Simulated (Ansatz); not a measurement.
# How the gap and the level of V_O in HfO2 (P2_1/c) follow the exchange fraction

Aim: the (+1/0) level of V_O in HfO2 (P2_1/c) as a function of the share of exact exchange, with the cost of each choice. The model is a cell of 96 host atoms with 1 O taken out; the atoms are relaxed once and then held.

Main program and level: Ansatz 0.2.0; plane-wave PAW DFT; relaxations with PBEsol, then single points with PBEsol and PBE0 form with several shares of exact exchange, on supercells at fixed charge in a uniform background.

Most raw output is cut from this account.

**1. The starting structure**

The cell holds 95 atoms: 32 Hf and 63 O. Its edges and angles: a = 10.192 Å, b = 10.355 Å, c = 10.542 Å, α = 90.0°, β = 99.6°, γ = 90.0°. It derives from HfO2 (space group P2_1/c). Nearest the centre at fractional (0.536, 0.581, 0.420): Hf73 at 2.04 Å, Hf2 at 2.05 Å, Hf87 at 2.13 Å, O90 at 2.53 Å, O22 at 2.57 Å, O92 at 2.79 Å, O81 at 2.79 Å, O11 at 2.81 Å. The cell carries charge +1.

Screening for the image-charge correction: ε∞ = principal values (4.69, 5.07, 5.10), ε0 = principal values (14.94, 18.84, 20.97), computed on the host (DFPT, PBEsol).

The cell's shortest repeat is 10.2 Å.

**2. Relaxing both charge states, PBEsol**

The study needs fixed structures, so each charge is relaxed once, at one point at (¼, ¼, ¼), from small random displacements that break the symmetry of the site.

Contents of qp1_M1.relax/input.yaml:

```yaml
crystal:
  lattice:
    - [5.09606207, 0.0, -0.00164836]
    - [0.0, 5.17753054, 0.0]
    - [-0.87817712, 0.0, 5.19733713]
  atoms:
    - { symbol: Hf, position: [0.277155, 0.457022, 0.708187] }
    - { symbol: Hf, position: [0.722845, 0.957022, 0.791813] }
    - { symbol: Hf, position: [0.722845, 0.542978, 0.291813] }
    - { symbol: Hf, position: [0.277155, 0.042978, 0.208187] }
    - { symbol: O, position: [0.447132, 0.741797, 0.980022] }
    - { symbol: O, position: [0.552868, 0.241797, 0.519978] }
    - { symbol: O, position: [0.552868, 0.258203, 0.019978] }
    - { symbol: O, position: [0.447132, 0.758203, 0.480022] }
    - { symbol: O, position: [0.071295, 0.337466, 0.340782] }
    - { symbol: O, position: [0.928705, 0.837466, 0.159218] }
    - { symbol: O, position: [0.928705, 0.662534, 0.659218] }
    - { symbol: O, position: [0.071295, 0.162534, 0.840782] }
  supercell: [2, 2, 2]
  defects: [{ vacancy: 83 }]
total_charge: 1
basis:
  ecutwfc: 420
  xc_grid: 2
hamiltonian:
  xc: pbesol
  pseudopotentials: { kind: paw, azcp: { folder: soft_1 }, xc_functional: pbe }
kpoints:
  mp_grid: { grid: [1, 1, 1], shift: [0.25, 0.25, 0.25] }
magnetization:
  spin_polarized: true
  initial_magnetization: 1
  spin_locking: { lock_magnetization: hard }
scf:
  occupations: { method: fixed }
  max_iter: 60
output:
  forces: true
  charged_corrections:
    epsilon: [[5.04, 0.0, 0.14], [0.0, 5.07, 0.0], [0.14, 0.0, 4.75]]
    static_epsilon: [[20.65, 0.0, 1.35], [0.0, 18.84, 0.0], [1.35, 0.0, 15.26]]
    defect_position: [0.535647, 0.581267, 0.420391]
relax:
  f_tol: 0.015
  max_steps: 60
  random_displacement: { amplitude: 0.04, seed: 7726 }
checkpoint:
  write: "../qp1_M1.relax.run"
  compress: false
  write_wavefunctions: true
  write_every: 100000
```

Launch:

```console
ansatz run input.yaml --threads 32 --pin off --max-ram 84787MiB --backend cuda --events-out ev --progress --plain --runs-dir out --max-vram 78GiB
```

Elapsed: 9.5 s, on 1 × NVIDIA GB200 with 32 threads of Arm Neoverse V2, shared host; peak memory 2.9 GiB; 29 s of CPU time.

Relaxation path:

| step | energy less that of the first step (eV) | largest force component (eV/Å) |
| --- | --- | --- |
| 1 | 0.0000 | 2.4884 |
| 2 | -1.5055 | 1.6749 |
| 3 | -2.0421 | 0.0870 |
| 4 | -2.0515 | 0.0620 |
| 5 | -2.0524 | 0.0145 |
| 6 | -2.0524 | 0.0145 |

The atoms that moved most (Å, from the sites as typed, ahead of the random displacement, the mean shift of all atoms taken out):

| atom | dx | dy | dz | length |
| --- | --- | --- | --- | --- |
| O90 | -0.159 | 0.003 | -0.048 | 0.167 |
| O81 | -0.046 | -0.087 | 0.101 | 0.141 |
| O11 | 0.036 | 0.090 | -0.027 | 0.101 |
| Hf73 | 0.056 | 0.074 | -0.034 | 0.099 |
| Hf2 | -0.088 | -0.038 | -0.014 | 0.097 |
| O35 | -0.008 | -0.061 | 0.056 | 0.083 |
| O22 | 0.017 | 0.029 | -0.070 | 0.078 |
| Hf87 | 0.017 | -0.045 | 0.061 | 0.078 |

Neighbours of the ideal centre at the end:

| atom | distance (Å) |
| --- | --- |
| Hf73 | 2.140 |
| Hf2 | 2.143 |
| Hf87 | 2.208 |
| O90 | 2.367 |
| O22 | 2.494 |
| O81 | 2.658 |
| O11 | 2.731 |
| O35 | 2.741 |
| O92 | 2.747 |

| charge | moment set (μB) | steps | largest displacement (Å) | time |
| --- | --- | --- | --- | --- |
| 0 | 0 | 6 | 0.08 | 8.7 s |
| +1 | 1 | 6 | 0.17 | 9.5 s |

The relaxation ends 22 meV an atom lower than the displaced start, with a largest force component of 0.014 eV/Å.

**3. First setting: 0 (PBEsol)**

Exact exchange opens the gap of the host. A level of a localised state need not follow either band edge, so its distance to each edge changes. The single points sample the zone centre alone.

Contents of qp1_M1.a0/input.yaml:

```yaml
crystal:
  checkpoint: "../qp1_M1.relax.run"
  host: checkpoint
total_charge: 1
basis:
  ecutwfc: 420
  xc_grid: 2
hamiltonian:
  xc: pbesol
  pseudopotentials: { kind: paw, azcp: { folder: soft_1 }, xc_functional: pbe }
kpoints:
  mp_grid: { grid: [1, 1, 1] }
magnetization:
  spin_polarized: true
  initial_magnetization: 1
  spin_locking: { lock_magnetization: hard }
scf:
  occupations: { method: fixed }
  max_iter: 60
output:
  forces: true
  charged_corrections:
    epsilon: [[5.04, 0.0, 0.14], [0.0, 5.07, 0.0], [0.14, 0.0, 4.75]]
    static_epsilon: [[20.65, 0.0, 1.35], [0.0, 18.84, 0.0], [1.35, 0.0, 15.26]]
    defect_position: [0.535647, 0.581267, 0.420391]
  eigenvalues: true
  eigenstates: { localisation: true }
  efg: {}
checkpoint:
  read: "../qp1_M1.relax.run"
  write: "../qp1_M1.a0.run"
  compress: false
  write_wavefunctions: false
  write_every: 100000
```

The job ended after 5.8 s (1 × NVIDIA GB200 with 32 threads; peak memory 2.1 GiB; 69 s of CPU time).

Both charges and the host at this setting go to place-levels, which corrects for the image charge and aligns the potentials.

Contents of levels.a0.yaml:

```yaml
host:
  run: host.a0.run
states: [q0.a0.run, qp1_M1.a0.run]
geometry_from:
  q0.a0.run: q0.relax.run
  qp1_M1.a0.run: qp1_M1.relax.run
  host.a0.run: host.relax.run
chemical_potentials:
  O:
    energy: -558.291301
    dataset: <sha256 of the dataset>
```

Launch:

```console
ansatz place-levels levels.a0.yaml -- --threads 32 --pin off --max-ram 84787MiB
```

It took 0.15 s on 32 threads.

At this setting the gap is 3.965 eV and (+1/0) lies 2.965 eV above the valence top.

**4. The other settings**

From the second setting on only the share changes; the first is PBEsol, whose semilocal part differs from that of the hybrids. The next input; the others follow the same pattern (0.2, 0.25, 0.3 and 0.4):

qp1_M1.a10/input.yaml, as its differences from qp1_M1.a0/input.yaml of step 3:

```diff
@@ -8,4 +8,4 @@
 hamiltonian:
-  xc: pbesol
-  pseudopotentials: { kind: paw, azcp: { folder: soft_1 }, xc_functional: pbe }
+  xc: { preset: pbe0, exx: 0.1 }
+  pseudopotentials: { kind: paw, azcp: { folder: soft_1 } }
 kpoints:
@@ -30,3 +30,3 @@
   read: "../qp1_M1.relax.run"
-  write: "../qp1_M1.a0.run"
+  write: "../qp1_M1.a10.run"
   compress: false
```

**5. Result against cost**

Times of the states on 1 × NVIDIA GB200 with 32 threads of Arm Neoverse V2, shared host; the host is run again at each setting, small cells on the processor where the program's card isn't needed:

| share of exact exchange | gap (eV) | (+1/0) above the valence top (eV) | under the conduction bottom (eV) | time, both charge states | time, host and placing | peak memory of a state (GiB) |
| --- | --- | --- | --- | --- | --- | --- |
| 0 (PBEsol) | 3.965 | 2.965 | 1.001 | 8 s | 6 s | 2.1 |
| 0.1 | 5.004 | 3.540 | 1.464 | 40 s | 2.6 min | 3.1 |
| 0.2 | 5.958 | 4.150 | 1.808 | 42 s | 3 min | 3.0 |
| 0.25 | 6.444 | 4.459 | 1.985 | 46 s | 3 min | 2.9 |
| 0.3 | 6.935 | 4.771 | 2.163 | 47 s | 3.4 min | 3.1 |
| 0.4 | 7.932 | 5.405 | 2.527 | 61 s | 3.6 min | 3.1 |

**6. Summary of results**

```yaml
plus_1_over_0_level_0_pbesol: 2.96 eV
plus_1_over_0_level_0p1: 3.54 eV
plus_1_over_0_level_0p2: 4.15 eV
plus_1_over_0_level_0p25: 4.46 eV
plus_1_over_0_level_0p3: 4.77 eV
plus_1_over_0_level_0p4: 5.40 eV
slope_of_the_gap_among_the_hybrids: 0.98 eV per 0.1 of exact exchange
```

**Reading.** From a share of 0 (PBEsol) to 0.4 the gap opens from 3.97 to 7.93 eV and (+1/0) moves from 2.96 to 5.40 eV above the valence top. Among the hybrids, by fitted slopes, the level takes 64 % of the gap's opening, between the two edges, as a localised state does. The atoms were held at the semilocal structure, so a distortion that exact exchange would bring is missing. The program warns that hybrid band edges depend on the exchange mesh, which was not varied here; the gaps and slopes may carry that error. Only the charges 0 and +1 were run, each from one start, so (+1/0) need not be a change between stable states. What this leaves open: sampling at the zone centre alone can move energies of charged and open-shell states by tenths of an eV or more in cells of this size; spin–orbit coupling, which can matter with heavy atoms, is left out; the structures are those of PBEsol; force components of up to 0.27 eV/Å remain in a run at the final settings.

[Logs are printed without paths, hosts, clocks, repeated set-up lines and the standing remarks that a program may print on its own settings, such as how far it seeks lower states.]

[Hosts, paths, dates, database ids (printed as entryN), source tags and the programs' standing remarks are cut or masked in the printed files.]

[Where a table of states has a column of steps, it counts the stored structures, which are thinned; the runs took as many ionic steps or more.]

[For some hosts the program warned that the k-mesh of the response run may be too coarse for force constants and the static dielectric constant; such warnings are not shown here.]
